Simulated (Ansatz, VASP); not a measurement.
# Cross-check of GeSb2Te4 between VASP and Ansatz, part 2 of 2

Wanted: the spread between two codes on one cell, functional and k mesh. The cell is taken from a series of runs on this material, whose earlier steps may have relaxed, scaled, displaced or heated it; both programs get it as it stands.

VASP 6.6.1 and Ansatz 0.2.0.

So far. Step 2 (VASP: single point, HSE06): The run ends at a pressure of -3.50 GPa, with forces up to 0.41 eV/Å.

**3. Ansatz: single point, HSE06**

Level of this step: Ansatz beside VASP: Kohn-Sham DFT, plane waves, HSE06 (Ansatz).

Ansatz runs on its PAW soft_1 files.

The same cell, functional and mesh now go to Ansatz, which takes its cutoff from its data sets.

input.yaml

```yaml
crystal:
  lattice:
    - [2.1978246823, 1.268914672, 14.1750230333]
    - [-2.1978246823, 1.268914672, 14.1750230333]
    - [0.0, -2.5378293439, 14.1750230333]
  atoms:
    - { symbol: Ge, position: [0.5719726596, 0.5719726596, 0.5719726596] }
    - { symbol: Sb, position: [0.4245814441, 0.4245814441, 0.4245814441] }
    - { symbol: Sb, position: [0.9979352952, 0.9979352952, 0.9979352952] }
    - { symbol: Te, position: [0.8730403013, 0.8730403013, 0.8730403013] }
    - { symbol: Te, position: [0.1306541685, 0.1306541685, 0.1306541685] }
    - { symbol: Te, position: [0.7105528281, 0.7105528281, 0.7105528281] }
    - { symbol: Te, position: [0.2912623033, 0.2912623033, 0.2912623033] }
kpoints:
  mp_grid: { grid: [4, 4, 4] }
  band_path:
    path:
      - [0.0, 0.0, 0.0]
      - [0.5, 0.5, 0.5]
      - [0.82799106, 0.17200894, 0.5]
      - [0.5, -0.17200894, 0.17200894]
      - [0.5, 0.0, 0.0]
      - [0.33600447, -0.33600447, 0.0]
      - [0.66399553, 0.0, 0.33600447]
      - [0.5, 0.0, 0.5]
      - [0.1, 0.0, 0.0]
      - [0.532799106, 0.467200894, 0.5]
      - [0.033600447, -0.033600447, 0.0]
    npoints: 1
hamiltonian:
  xc: hse06
  pseudopotentials: { kind: paw, azcp: { folder: soft_1 } }
scf:
  occupations: { method: fixed }
  n_extra_bands: 6
output:
  eigenvalues: true
```

Launch:

```bash
ansatz run input.yaml --threads 2 --pin off --max-ram 92160MiB --backend cuda --events-out ev --progress --plain --runs-dir out --devices 1 --max-vram 13GiB
```

Numbers of over 12 decimals in the logs are rounded to 6 here.

What it wrote:

```text
basis.fft_grid_basis auto: the FFT boxes are laid along the combinations [[1, 0, -1], [0, 1, -1], [0, 0, 1]] of the cell's own vectors, 4.396, 4.396 and 14.400 Å long. The dense box has 30×30×100 points. Along the cell's own vectors, as sized, it would have 100×100×100, 11.11 times as many. Of the 6 symmetry operations that the crystal satisfies within crystal.symmetry.tolerance (time reversal apart; of a slab, those [...]
scf.n_extra_bands = 6 over 54 filled bands (N_el = 108.0): the run solves 60 bands
GPUs: using 1 of 1 available (devices: 1).
Engine: ansatz 0.2.0, x86_64-unknown-linux-gnu
Pseudopotentials: kind: paw
Pseudopotential: Ge, paw, valence charge 14, recommended cutoff 420 eV (normal), soft_1/Ge.paw.azcp
Pseudopotential: Sb, paw, valence charge 15, recommended cutoff 420 eV (normal), soft_1/Sb.paw.azcp
Pseudopotential: Te, paw, valence charge 16, recommended cutoff 420 eV (normal), soft_1/Te.paw.azcp
Functional definition: HSE06
  parameter a = 0.25
  parameter omega = 0.11/bohr
  exchange = pbe_x - a*pbe_x_sr(omega) + a*exact_x_sr(omega)
  correlation = pbe_c
davidson cushion auto → on  (no smearing: the cushion is to keep the highest requested band from converging to the state above it; pin scf.eigensolver.cushion to override)
device memory: the entry about to start is reckoned to put 2.9 GiB on a device that reports 58.3 GiB free (of which the cap on the GPU budget leaves the run 13.0 GiB)
GPU FFT provider: cuFFT
GPU libraries: cuBLAS 13.8.2, cuFFT 12.4.0, cuSOLVER 12.3.4
Crystal: 7 atoms, lattice volume = 237.192 Å³
Basis set: ecut = 420 eV, 4649 PW (Γ), FFT grids on a1−a3, a2−a3, a3
Bands: 60, of which v1, the nominal top of the filled ones, is band 54 counted from 1 (53 counted from 0)
Symmetry: 6 space group operations
Space group: R3m (ITA 160), of the structure as read, at distance tolerance 6.2e-5 Å
k-points: 13 of 64 (time reversal used)
Non-local potential: Ge, projectors of the file, l = 0: 2, l = 1: 2, l = 2: 3, l = 3: 1
Non-local potential: Sb, projectors of the file, l = 0: 2, l = 1: 2, l = 2: 2, l = 3: 1
Non-local potential: Te, projectors of the file, l = 0: 2, l = 1: 2, l = 2: 2, l = 3: 1
PAW form: soft (Blöchl's): semilocal exchange-correlation on the pseudo side does not see the compensation charge
PAW frozen core: Ge, regenerated for the run's functional, and the local potential with it (the file was generated under x = pbe(κ = 0.804, μ = 0.219515), c = pbe(β = 0.066725))
PAW frozen core: Sb, regenerated for the run's functional, and the local potential with it (the file was generated under x = pbe(κ = 0.804, μ = 0.219515), c = pbe(β = 0.066725))
PAW frozen core: Te, regenerated for the run's functional, and the local potential with it (the file was generated under x = pbe(κ = 0.804, μ = 0.219515), c = pbe(β = 0.066725))
PAW one-centre angular grid: Ge, 590 points (default); XC on 64 Gauss nodes
PAW one-centre angular grid: Sb, 590 points (default); XC on 64 Gauss nodes
PAW one-centre angular grid: Te, 590 points (default); XC on 64 Gauss nodes
Initial density: superposition of atomic densities (chi_scale 0.1, normalization cell, long waves kept (reshape's long-wave potential 0.10 eV rms))
Initial wavefunctions: pseudopotential atomic-orbital guess
GPU buffer pool allocated for 90000 grid points (all kernels)
GPU transforms: local potential and band sums: pruned to the plane-wave sphere, on 30×30×100
Functional: x = pbe(κ = 0.804, μ = 0.219515), c = pbe(β = 0.066725), warm-up for x = pbe(κ = 0.804, μ = 0.219515) + 0.25 (exact − pbe) at short range (hse, ω = 0.207870 Å⁻¹), c = pbe(β = 0.066725); HSE06 as pw.x's `hse` composes it (authors' and Libxc's form: `xc: wpbeh`)
SCF iter   1: F=—  HF=-45185.083545 eV  |F-HF|=—  |Δ(HF+E_count)|=         —  Δρ=1.47e-2  dr2=1.95e0  ethr=1.00e-1  ⟨swp⟩=4.2  Hψ=2034  notcnv=0
preconditioner: auto → none  [insulator: Δε(μ)=0.448 eV  Ē_g=7.072 eV  n_scr=58 (ndim 8)  ℏωp=14.9 eV  f_vac=0.023]
SCF iter   2: F=—  HF=-45188.122492 eV  |F-HF|=—  |Δ(HF+E_count)|=    3.04e0  Δρ=2.99e-2  dr2=5.59e1  ethr=1.81e-3  ⟨swp⟩=6.0  Hψ=2313  notcnv=0  defer=1
SCF iter   3: F=—  HF=-45185.415834 eV  |F-HF|=—  |Δ(HF+E_count)|=    2.71e0  Δρ=1.02e-2  dr2=3.85e0  ethr=1.81e-3  ⟨swp⟩=4.3  Hψ=2020  notcnv=0
SCF iter   4: F=—  HF=-45185.158956 eV  |F-HF|=—  |Δ(HF+E_count)|=   2.57e-1  Δρ=5.96e-3  dr2=3.79e-1  ethr=1.81e-3  ⟨swp⟩=2.9  Hψ=1747  notcnv=0
SCF iter   5: F=—  HF=-45185.142298 eV  |F-HF|=—  |Δ(HF+E_count)|=   1.67e-2  Δρ=3.53e-3  dr2=4.05e-1  ethr=3.51e-4  ⟨swp⟩=3.3  Hψ=1796  notcnv=0
[...]
SCF iter  10: F=—  HF=-45185.114020 eV  |F-HF|=—  |Δ(HF+E_count)|=   1.38e-5  Δρ=1.06e-4  dr2=3.56e-5  ethr=1.37e-7  ⟨swp⟩=3.1  Hψ=2067  notcnv=0
SCF iter  11: F=-45185.114018 eV  HF=-45185.114018 eV  |F-HF|=4.19e-7  |Δ(HF+E_count)|=   1.66e-6  Δρ=3.90e-5  dr2=1.99e-6  ethr=3.30e-8  ⟨swp⟩=3.0  Hψ=1840  notcnv=0
SCF 1 stopped early in 11 iterations: F = -45185.114018 eV  dr2 = 1.99e-6
  greatest PAW one-centre occupation: 0.998 electrons in one spin orbital (limit 2), on the Ge atom at site 0 (counted from 0), in its partial waves of l = 2
device memory: the entry about to start is reckoned to put 3.8 GiB (of the 3.9 GiB reckoned in all, the device holds 0.1 GiB already) on a device that reports 58.7 GiB free (of which the cap on the GPU budget leaves the run 12.9 GiB)
GPU FFT provider: cuFFT
GPU libraries: cuBLAS 13.8.2, cuFFT 12.4.0, cuSOLVER 12.3.4
Initial density: handed on by an earlier stage of this run
Initial wavefunctions: those handed on with the density
GPU buffer pool allocated for 90000 grid points (all kernels)
GPU transforms: local potential and band sums: pruned to the plane-wave sphere, on 30×30×100
Functional: x = pbe(κ = 0.804, μ = 0.219515) + 0.25 (exact − pbe) at short range (hse, ω = 0.207870 Å⁻¹), c = pbe(β = 0.066725); HSE06 as pw.x's `hse` composes it (authors' and Libxc's form: `xc: wpbeh`)
Exchange kernel: α = 0.2500, screened, ω = 0.2079 Å⁻¹, Wigner–Seitz truncation, v(0) = 1041.7056 eV·Å³, q-mesh 4×4×4, nearest image of the exchange supercell L = 17.58 Å, pair-density grid 27×27×96, without the augmentation charges, whose exchange is taken in its separable form by FFT convolution over the k-point mesh (the finest that the files' search goes to), smooth part of the exact exchange by density-matrix convolution in up to 9.44 GiB of GPU memory as planned if the GPU has room (build and FFT work areas not counted)
Frozen-core exchange: fock
SCF iter   1: F=—  HF=-45211.705007 eV  |F-HF|=—  |Δ(HF+E_count)|=         —  Δρ=4.58e-3  dr2=1.15e-1  ethr=1.84e-8  ⟨swp⟩=11.0  Hψ=4917  notcnv=0
preconditioner: auto → none  [insulator: Δε(μ)=0.481 eV  Ē_g=8.005 eV  n_scr=58 (ndim 8)  ℏωp=14.9 eV  f_vac=0.036]
SCF iter   2: F=—  HF=-45211.678408 eV  |F-HF|=—  |Δ(HF+E_count)|=   2.66e-2  Δρ=1.37e-3  dr2=1.51e-2  ethr=1.84e-8  ⟨swp⟩=7.4  Hψ=4255  notcnv=0
SCF iter   3: F=—  HF=-45211.699895 eV  |F-HF|=—  |Δ(HF+E_count)|=   2.15e-2  Δρ=1.21e-3  dr2=5.86e-3  ethr=1.84e-8  ⟨swp⟩=7.0  Hψ=3945  notcnv=0
[...]
SCF iter   6: F=—  HF=-45211.699862 eV  |F-HF|=—  |Δ(HF+E_count)|=   1.34e-3  Δρ=2.65e-4  dr2=7.08e-4  ethr=1.84e-8  ⟨swp⟩=5.0  Hψ=2831  notcnv=0
SCF iter   7: F=-45211.699727 eV  HF=-45211.699735 eV  |F-HF|=7.47e-6  |Δ(HF+E_count)|=   1.27e-4  Δρ=5.15e-5  dr2=2.56e-5  ethr=1.84e-8  ⟨swp⟩=4.5  Hψ=2575  notcnv=0
SCF 2 stopped early in 7 iterations: F = -45211.699727 eV  dr2 = 2.56e-5
hybrid outer 1: dexx = +2.750e-2 eV, tail = 2.09e-4 eV
GPU FFT provider: cuFFT
GPU libraries: cuBLAS 13.8.2, cuFFT 12.4.0, cuSOLVER 12.3.4
GPU buffer pool allocated for 90000 grid points (all kernels)
GPU transforms: local potential and band sums: pruned to the plane-wave sphere, on 30×30×100
Exchange kernel: α = 0.2500, screened, ω = 0.2079 Å⁻¹, Wigner–Seitz truncation, v(0) = 1041.7056 eV·Å³, q-mesh 4×4×4, nearest image of the exchange supercell L = 17.58 Å, pair-density grid 27×27×96, without the augmentation charges, whose exchange is taken in its separable form by FFT convolution over the k-point mesh (the finest that the files' search goes to), smooth part of the exact exchange by density-matrix convolution in up to 9.44 GiB of GPU memory as planned if the GPU has room (build and FFT work areas not counted)
Frozen-core exchange: fock
SCF iter   1: F=—  HF=-45211.698823 eV  |F-HF|=—  |Δ(HF+E_count)|=         —  Δρ=5.79e-5  dr2=1.57e-5  ethr=9.67e-7  ⟨swp⟩=3.2  Hψ=1783  notcnv=0
preconditioner: auto → none  [insulator: Δε(μ)=0.458 eV  Ē_g=7.993 eV  n_scr=58 (ndim 8)  ℏωp=14.9 eV  f_vac=0.036]
SCF iter   2: F=—  HF=-45211.698824 eV  |F-HF|=—  |Δ(HF+E_count)|=   4.27e-7  Δρ=2.69e-5  dr2=1.60e-5  ethr=1.35e-8  ⟨swp⟩=4.0  Hψ=2232  notcnv=0
SCF iter   3: F=—  HF=-45211.698823 eV  |F-HF|=—  |Δ(HF+E_count)|=   9.98e-7  Δρ=1.89e-5  dr2=6.67e-6  ethr=1.35e-8  ⟨swp⟩=3.0  Hψ=1786  notcnv=0
SCF iter   4: F=—  HF=-45211.698822 eV  |F-HF|=—  |Δ(HF+E_count)|=   4.77e-7  Δρ=9.09e-6  dr2=1.64e-6  ethr=5.14e-9  ⟨swp⟩=2.0  Hψ=1716  notcnv=0
SCF iter   5: F=—  HF=-45211.698826 eV  |F-HF|=—  |Δ(HF+E_count)|=   4.06e-6  Δρ=1.06e-5  dr2=9.30e-7  ethr=6.56e-10  ⟨swp⟩=5.5  Hψ=2326  notcnv=0  defer=3
SCF iter   6: F=—  HF=-45211.698826 eV  |F-HF|=—  |Δ(HF+E_count)|=   1.55e-7  Δρ=3.72e-6  dr2=1.81e-7  ethr=6.56e-10  ⟨swp⟩=3.0  Hψ=1811  notcnv=0
SCF iter   7: F=—  HF=-45211.698826 eV  |F-HF|=—  |Δ(HF+E_count)|=   1.46e-8  Δρ=2.75e-6  dr2=3.64e-7  ethr=1.34e-10  ⟨swp⟩=3.8  Hψ=1873  notcnv=0
SCF iter   8: F=-45211.698826 eV  HF=-45211.698826 eV  |F-HF|=5.50e-8  |Δ(HF+E_count)|=   2.42e-8  Δρ=1.68e-6  dr2=9.42e-8  ethr=1.34e-10  ⟨swp⟩=2.8  Hψ=1733  notcnv=0
SCF 3 converged in 8 iterations: F = -45211.698826 eV  dr2 = 9.42e-8
hybrid outer 2: dexx = +4.696e-6 eV, tail = 2.67e-7 eV, Δε = 2.65e-3 eV (about 1.48e-4 eV left of the loop's levels)
device memory: the entry about to start is reckoned to put 1.5 GiB on a device that reports 72.6 GiB free (of which the cap on the GPU budget leaves the run 13.0 GiB)
NSCF: frozen V_eff on 11 k-points
hybrid SCF converged: 2 outer / 15 inner (+11 warm-up), last move |dexx| = 4.70e-6 eV, tail = 2.67e-7 eV
Stability not checked: this state was not tested for a lower state beside it, because the functional holds exact exchange (a hybrid, or Hartree-Fock), whose exchange loop this test does not read (fock_operator; see scf.lower_state_search)
Free energy (F): -45211.698826 eV
Frozen-core exchange: fock
Harris-Foulkes:  -45211.698826 eV  (|F-HF|=5.50e-8)
Internal energy: -45211.698826 eV  (E = F + TS)
E sigma→0 (E₀):  -45211.698826 eV
Fermi energy:    7.672630 eV
--- Per-component energies (eV) ---
  E_band       = -1884.804952
  E_kinetic    = 1090.541913
  E_local      = -12804.473004  (includes V_loc(G=0)·N_el)
  E_nonlocal   = 1238.069949
  E_hartree    = 6019.314952
  E_xc         = -610.535159
  E_vxc        = -523.620606  (∫ρ·V_xc dr)
  E_exx        = -314.545613  (= α·E_x^exact, valence–valence)
  E_paw        = -29628.891116  (= ΣΔE_a)
  E_vpaw       = -2294.868635  (= ΣTr[D̂ρ^β])
  E_aug_tail   = 0.000646  (compensation charges beyond the density's cutoff)
  E_ewald      = -10200.143866
  E_core_change = -1.037528  (= ΣΔE_core)
  E_smearing   = -0.000000  (= −TS)
  E_closure    = 0.000000  (closes the sum)
  Σ components = -45211.698826   (vs F -45211.698826, Δ=-7.28e-12)
--- Band table (eV; the first three rows and the last of 13) ---
  k-point 0: bands = [... 50 lower, 6.2616, 6.2616, 6.6747, 7.6279, 8.1494, 8.4218, 8.4218, 9.3796, ... 2 higher]
  k-point 1: bands = [... 50 lower, 5.9438, 6.2922, 6.9187, 7.2465, 8.8176, 9.0125, 9.4384, 9.9651, ... 2 higher]
  k-point 2: bands = [... 50 lower, 5.9389, 6.0465, 6.3228, 6.6943, 8.8443, 9.1103, 9.2531, 9.9965, ... 2 higher]
  k-point 12: bands = [... 50 lower, 6.3299, 6.3299, 6.4775, 7.6726, 8.1305, 8.3639, 8.3639, 9.3745, ... 2 higher]
```

**4. Side by side**

Known differences besides the potentials themselves: exact exchange at q = 0 is treated differently, which shows on coarse meshes; VASP keeps PBE cores, Ansatz makes them for the functional; fixed occupations in Ansatz, narrow Gaussian smearing in VASP; the data sets hold 108 valence electrons in Ansatz (on its PAW soft_1 files) and 48 in VASP; the cutoff is 420 eV in Ansatz and 410 eV in VASP; VASP takes a coarser grid for exact exchange (PRECFOCK = Fast). Total energies have different zeros and are not compared.

Both answers:

| quantity | Ansatz | VASP | difference |
| --- | --- | --- | --- |
| gap on the k mesh (eV) | 0.458 | 0.459 | -0.002 |

A gap on the mesh is an upper bound, since the band edges may lie between its points.

**5. Outcome**

```json
{
 "difference in gap on the k mesh (single point, HSE06)": "-0.0015 eV"
}
```

What this shows: The difference in gap on the k mesh is -0.0015 eV (single point, HSE06), within the 0.08 eV picked in this series as the mark of a large difference. The data sets hold unlike numbers of valence electrons (108 in Ansatz and 48 in VASP), so part of the differences comes from the potentials. Such differences can come from data sets, numerical settings and the points named under the comparisons, not from the functional's error against experiment.

[Lines on the potential files, build, host, timing and source positions are cut from VASP's logs without a mark.]

[Logs are printed without paths, hosts, clocks, repeated set-up lines and the standing remarks that a program may print on its own settings, such as how far it seeks lower states.]

[Hosts, paths, dates, database ids (printed as entryN), source tags and the programs' standing remarks are cut or masked in the printed files.]
